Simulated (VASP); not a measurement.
Wanted: the native input for a VASP 6.6.1 run.

```yaml
Task: relaxation of cell and atoms
Functional: PBE
Potentials_or_basis: VASP PAW PBE potentials, release 64 (Mg, Ge_d)
Cutoff: 600 eV
k_mesh: 10 × 10 × 10
Occupations: gaussian, width 0.01 eV
Spin: no spin polarisation
Dipole_correction: no
Further_INCAR_settings: ALGO = Fast; EDIFF = 1e-06; IBRION = 2; EDIFFG = -0.01; NSW = 100; ISIF = 3
```

The structure of Mg2Ge lies in POSCAR:

```
Mg2Ge
1.0
    0.0000000000      3.1842958900      3.1842958900
    3.1842958900      0.0000000000      3.1842958900
    3.1842958900      3.1842958900      0.0000000000
Mg Ge
2 1
Direct
    0.7500000000      0.7500000000      0.7500000000
    0.2500000000      0.2500000000      0.2500000000
    0.0000000000      0.0000000000      0.0000000000
```

The cell comes from a database or a generator and needn't be the stable form of this composition.

These files were run (other wordings do the same):

INCAR

```
SYSTEM = Mg2Ge
ALGO = Fast
EDIFF = 1E-6
EDIFFG = -0.01
ENCUT = 600
GGA = PE
IBRION = 2
ISIF = 3
ISMEAR = 0
LASPH = .True.
LCHARG = .False.
LREAL = .False.
LWAVE = .False.
NELM = 60
NSW = 100
PREC = Accurate
SIGMA = 0.01
```

KPOINTS

```
k-points
0
Gamma
  10 10 10
  0 0 0
```

Potentials or basis: VASP PAW PBE potentials, release 64 (Mg, Ge_d).

Run with:

```sh
$ cat potpaw_PBE.64/Mg/POTCAR potpaw_PBE.64/Ge_d/POTCAR > POTCAR
$ mpirun -np 1 vasp_std > vasp.out
```

It gave:

The relaxed volume is 22.00 Å³/atom, the relaxed cell is a = 4.536 Å, b = 4.536 Å, c = 4.536 Å, α = 60.00°, β = 60.00°, γ = 60.00° and the space group after relaxing (to 0.05 Å) is Fm-3m (No. 225). The energy gained by relaxing is 1.7 meV/atom. The ionic steps are 2 and the pressure after relaxing is 0.0 GPa. The band gap on the k mesh is 0.16 eV, indirect (least direct gap 0.96 eV).

Wall time 67 s on 1 thread of Intel(R) Xeon(R) Platinum 8259CL CPU @ 2.50GHz (Skylake/Cascade Lake), on a shared host, peak memory 0.24 GiB.
